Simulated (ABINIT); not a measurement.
Crystal: InAs.

```xyz
2
Lattice="0.0000 3.0180 3.0180 3.0180 0.0000 3.0180 3.0180 3.0180 0.0000" Properties=species:S:1:pos:R:3 pbc="T T T"
In    0.0000    0.0000    0.0000
As    4.5270    4.5270    4.5270
```

Base run:

| Property | Result |
| --- | --- |
| Program | ABINIT 10.8.3 (patched build) |
| Functional | AM05 |
| Potentials or basis | JTH PAW PBE v2.0 sp |
| Cutoff | 408 eV |
| k mesh | 8 × 8 × 8 |
| Occupations | fermi-dirac, width 0.05 eV |
| Spin | no spin polarisation |

Its results: band gap on the k mesh none (metal or under the smearing width).

Question: The run is repeated on the same cell with these changes: functional from AM05 to OLYP. What comes out?

Answer: Band gap on the k mesh 0.14 eV, direct.

Caveats: this set keeps more shells in the core, which shifts pressures and gaps; this crystal is a semiconductor, whose small gap the functional closes, so the metal is an error of the method (some runs); spin-orbit coupling is left out, which moves the levels of the heavy elements (some runs).

A k mesh can miss the band edges.

Not every run made on this cell is shown here.
